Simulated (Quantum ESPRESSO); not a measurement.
Runs of Quantum ESPRESSO 7.5 on MnS. It takes space group P6_3mc (No. 186, hexagonal). Conventional cell: a = 3.954 Å, b = 3.954 Å, c = 6.343 Å, α = 90.00°, β = 90.00°, γ = 120.00°. Mn (site symmetry 3m) is surrounded by 4 S at 2.36 to 2.42 Å. Around S (site symmetry 3m) lie 4 Mn at 2.36 to 2.42 Å. The cell is a database's computed one.

```tsv
task	level	potentials or basis	U	cell	k mesh	smearing	iterations	form of the LDA correlation	k mesh for the Wannier functions	start of the occupations	hubbard projectors	gap on the mesh (eV)	pressure (GPa)	moment (μB)	largest force (eV/Å)
Wannier functions	LDA	GBRV 1.5 LDA	-	as given	6 × 6 × 3	fermi-dirac 0.05 eV	0	PZ81	5 × 5 × 2	-	-	none	-4.2	9.61	0.25
band structure	PBEsol	GBRV 1.5 PBEsol	-	as given	8 × 8 × 4	fermi-dirac 0.05 eV	-	-	-	-	-	none	(b)	9.84	0.27
band structure	LDA	GBRV 1.5 LDA	-	as given	8 × 8 × 4	fermi-dirac 0.05 eV	-	PZ81	-	-	-	none	-4.1	9.61	0.25
phonons	PBEsol	GBRV 1.5 PBEsol	-	relaxed	7 × 7 × 3	methfessel-paxton 0.2 eV	-	-	-	-	-	none	0.0	9.81	-
Hubbard U by linear response	LDA+U	GBRV 1.5 LDA	Mn d U = 0.0001 eV	as given	6 × 6 × 4	cold 0.136 eV	-	PZ81	-	default	ortho-atomic	none	-4.1	(a)	0.26
```

Alike in all rows: spin collinear, ferromagnetic start; cutoff (eV) 612.

Task: Fill in the values left out.

Result: (a) 9.62; (b) -0.5.

Caveats: only a ferromagnetic start was run, and an antiferromagnetic order may lie lower in energy; semilocal functionals often make such compounds metallic where correlation or magnetic order opens a gap, which also shifts bond lengths (some runs); the mesh is thin for the phonons of a metal (some runs); the computed U isn't converged in cell size (some runs).

A k mesh can miss the band edges.

A gap of «none» marks a metal or a gap under the smearing width.

Not every run made on this cell is shown here.
